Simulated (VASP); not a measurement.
Write the native input for VASP 6.6.1 that does the following.

* Task: relaxation of cell and atoms
* Functional: HSE06
* Potentials or basis: VASP PAW PBE potentials, release 64 (Cd, Te)
* Cutoff: 520 eV
* k mesh: 4 × 4 × 4
* Occupations: gaussian, width 0.02 eV
* Spin: no spin polarisation
* Grid for exact exchange (PRECFOCK): Fast
* Screening parameter: 0.2 1/A
* Further INCAR settings: ALGO = Normal; EDIFF = 1e-07; IBRION = 2; EDIFFG = -0.01; NSW = 80; ISIF = 3

Crystal: CdTe.

```
Cd Te
1.0
     0.00000    3.28639    3.28639
     3.28639    0.00000    3.28639
     3.28639    3.28639    0.00000
Cd Te
1 1
Direct
  0.00000 0.00000 0.00000
  0.25000 0.25000 0.25000
```

One way to write it, as run:

POSCAR

```
CdTe                                    
1.0
    0.0000000000      3.2863893092      3.2863893092
    3.2863893092      0.0000000000      3.2863893092
    3.2863893092      3.2863893092      0.0000000000
  Cd              Te            
     1     1
Direct
     0.0000000000000000    0.0000000000000000    0.0000000000000000
     0.2500000000000000    0.2500000000000000    0.2500000000000000
```

INCAR.step1

```
SYSTEM = CdTe
ALGO = Normal ; EDIFF = 1E-5
ENCUT = 520 ; GGA = PE
ISMEAR = 0 ; KPAR = 4
LASPH = .True. ; LCHARG = .False.
LREAL = .False. ; LWAVE = .True.
NELM = 80 ; PREC = Accurate
SIGMA = 0.02
```

INCAR.step2

```
SYSTEM = CdTe
ALGO = Normal ; EDIFF = 1E-7
EDIFFG = -0.01 ; ENCUT = 520
GGA = PE ; HFSCREEN = 0.2
IBRION = 2 ; ISIF = 3
ISMEAR = 0 ; ISTART = 1
KPAR = 4 ; LASPH = .True.
LCHARG = .False. ; LHFCALC = .True.
LREAL = .False. ; LWAVE = .False.
NELM = 80 ; NSW = 80
PREC = Accurate ; PRECFOCK = Fast
SIGMA = 0.02
```

KPOINTS

```
k-points
0
Gamma
  4 4 4
  0 0 0
```

Potentials or basis: VASP PAW PBE potentials, release 64 (Cd, Te).

Launch:

```sh
$ cat potpaw_PBE.64/Cd/POTCAR potpaw_PBE.64/Te/POTCAR > POTCAR
$ cp INCAR.step1 INCAR
$ mpirun -np 4 vasp_std > vasp.out
$ cp INCAR.step2 INCAR
$ mpirun -np 4 vasp_std > vasp.out
```

Results of the run:

- Pressure after relaxing: 0.0 GPa
- Band gap on the k mesh: 1.44 eV, direct

Caveat: the relaxation stopped at its first step, so nothing moved; the PAW data sets were made with another functional, which shifts forces and pressure a little; spin-orbit coupling is left out, which moves the levels of the heavy elements.

Wall time 34 s on 4 MPI ranks on Intel(R) Xeon(R) 6975P-C (Granite Rapids), with other jobs on the host, peak memory 0.29 GiB a rank.
